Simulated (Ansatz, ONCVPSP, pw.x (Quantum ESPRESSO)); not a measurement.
Ta: one change to the ONCV potential, in the atom and in the sc crystal

Ta, optimised norm-conserving Vanderbilt (ONCV), made with ONCVPSP 4.0.1.1 (patched build) (PBE, scalar-relativistic). Core [Kr] 4d10 4f14, reference 5s2 5p6 5d3 6s2. Waves: 5s+6s: rc 1.70 bohr, ncon 4, nbas 8, qcut 7 1/bohr, 2 projectors; 5p: rc 1.75 bohr, ncon 3, nbas 8, qcut 8.7 1/bohr, 2 projectors, debl 0.6 Ha; 5d: rc 3.05 bohr, ncon 4, nbas 9, qcut 6.2 1/bohr, 2 projectors, debl 0.9 Ha; f scattering state at 0.45 Ha: rc 2.30 bohr, ncon 4, nbas 7, qcut 4.6 1/bohr, 1 projector. Local part: polynomial inside 1.70 bohr (lpopt 5, dvloc0 0 Ha). Core correction: polynomial model core, fcfact 0.45.

In the p channel the program set the typed energies aside and used -1.448, 0.250 Ha.

Change: s: qcut 4.6; p: qcut 5.7; d: qcut 4.1; f: qcut 3.

Cutoffs, loose and tight: the cutoffs (Ha) at which the residual kinetic energy of the hardest occupied pseudo-wave falls to 1 and 0.1 mHa per electron. They do not see the model core or the augmentation charge, which bear on the density cutoff. Test errors are all-electron minus pseudo excitation energies from the reference, over the configurations 5s2 5p6 5d3 6s1; 5s2 5p6 5d3 6s0; 5s2 5p6 5d2 6s0; 5s2 5p6 5d3 6s1 6p1; variants that change the core or the reference have their own tests.

Crystal test: sc Ta in pw.x 7.5, no spin, 12³ k-points, Fermi–Dirac smearing 0.01 Ry, cutoffs set for each file from its atomic test. The reference is all-electron LAPW (Ansatz 0.2.0) with the same functional, mesh and smearing; V0 and B0 come from Birch–Murnaghan fits to the pressures at five volumes. Errors are pseudo minus all-electron; Δ is the rms difference of the E(V) curves that follow from these fits, minima aligned, over ±6 % about the mean V0. Mesh and smearing are coarse, so the numbers serve the comparison and aren't converged zero-temperature values; the lattice is a test structure that the element need not adopt.

All-electron: a0 = 2.742 Å (V0 = 20.63 Å³/atom), B0 = 143.1 GPa.

Q: Does the change bring the crystal closer to the all-electron result?

A: The mean pressure error goes from -0.67 to -1.91 GPa, so the change moves the solid further from the all-electron pressures. At 80 % of its cutoff the pressure of the base moves by -1.71 GPa.

| quantity | base | changed |
| --- | --- | --- |
| outcome (atom) | generated, projector energies reset by the program | generated, projector energies reset by the program |
| cutoff, loose (atom) | 22 Ha | 30 Ha |
| cutoff, tight (atom) | 27 Ha | 60 Ha |
| bound ghosts (atom) | none | none |
| largest test error (meV) (atom) | -37 | -40 |
| cutoffs in pw.x (Ry) | 65/260 | 140/560 |
| a0 (Å) | 2.738 | 2.731 |
| a0 error (%) | -0.15 | -0.43 |
| B0 error (%) | -0.2 | -1.3 |
| Δ (meV/atom) | 2.9 | 8.3 |
| mean pressure error (GPa) | -0.67 | -1.91 |

Base: The largest radius (3.05 bohr) exceeds half the bond length (2.58 bohr), so the spheres overlap, which is one possible source of error among others. Changed file: The largest radius (3.05 bohr) exceeds half the bond length (2.58 bohr), so the spheres overlap, which is one possible source of error among others.
